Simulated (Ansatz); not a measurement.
What a trial cell of InAs4 relaxes into

Computed with DFT PBE+D3(BJ), scalar-relativistic, plane waves, PAW (Ansatz). Cutoff 420 eV, Gaussian smearing, Γ-centred meshes. Cell and atoms relax first on a coarse mesh and then on a finer one. In between, the cell is made exact in the group found at 0.06 Å. In metals the finer mesh still leaves noise of several meV/atom or more. The steps can't lower the symmetry of their start. No spin polarisation.

Recipe of this trial structure of InAs4: In between sheets of the Se type, stage 1 (P4/mmm, No. 123) (host As; sites filled 1 of 4). A sheet's type names the database crystal that the layer was cut from. Its size is a rough estimate.

```cif
data_structure
_symmetry_space_group_name_H-M 'P4/mmm'
_symmetry_Int_Tables_number 123
_cell_length_a 5.3327
_cell_length_b 5.3327
_cell_length_c 3.8933
_cell_angle_alpha 90.000
_cell_angle_beta 90.000
_cell_angle_gamma 90.000
_cell_volume 110.72
loop_
_atom_site_label
_atom_site_type_symbol
_atom_site_symmetry_multiplicity
_atom_site_Wyckoff_symbol
_atom_site_fract_x
_atom_site_fract_y
_atom_site_fract_z
_atom_site_occupancy
In1 In 1 d 0.50000 0.50000 0.50000 1
As1 As 4 j 0.25000 0.25000 0.00000 1
```

The zero of energy is the elements' standard structures at the same level; no fitted shifts are applied.

Problem. What does it relax into?

Solution. The symmetry stays P4/mmm (No. 123). The volume per atom grows by 8.2 %, from 22.1 to 24.0 Å³. The shortest distance goes from 2.67 Å (As–As) to 2.47 Å (As–As). The energy falls by about 0.16 eV/atom (the start's value is from the coarse mesh). Conventional cell: a = 5.641 Å, c = 3.764 Å. Around In lie 8 As at 2.93 Å; As has 2 As at 2.47 Å and 2 In at 2.93 Å.

```cif
data_structure
_symmetry_space_group_name_H-M 'P4/mmm'
_symmetry_Int_Tables_number 123
_cell_length_a 5.6405
_cell_length_b 5.6405
_cell_length_c 3.7642
_cell_angle_alpha 90.000
_cell_angle_beta 90.000
_cell_angle_gamma 90.000
_cell_volume 119.76
loop_
_atom_site_label
_atom_site_type_symbol
_atom_site_symmetry_multiplicity
_atom_site_Wyckoff_symbol
_atom_site_fract_x
_atom_site_fract_y
_atom_site_fract_z
_atom_site_occupancy
In1 In 1 d 0.50000 0.50000 0.50000 1
As1 As 4 j 0.21931 0.21931 0.00000 1
```

Problem. How does it come out in energy, and is it a metal?

Solution. The energy over the elements is +0.27 eV/atom and the gap on the 8×8×10 mesh of the 5-atom cell is 0 eV (a metal).

A positive value: parting into the elements would lower its energy.

The last run used Gaussian smearing of 0.10 eV. An odd number of electrons in the primitive cell allows no gap without spin; a larger cell or a magnetic state could open one. The cell is a metal run without spin; a magnetic state may lie lower. Symmetry constrained the relaxation, so the result can be a saddle point. In all, the 3 runs took 96 s on 1 thread of AMD EPYC 9R45 96-Core Processor (Zen 5), with other jobs on the host. Another cell of InAs4 relaxed alike, in P4/m, lies 152 meV/atom lower, so this cell isn't the stable form at this level.
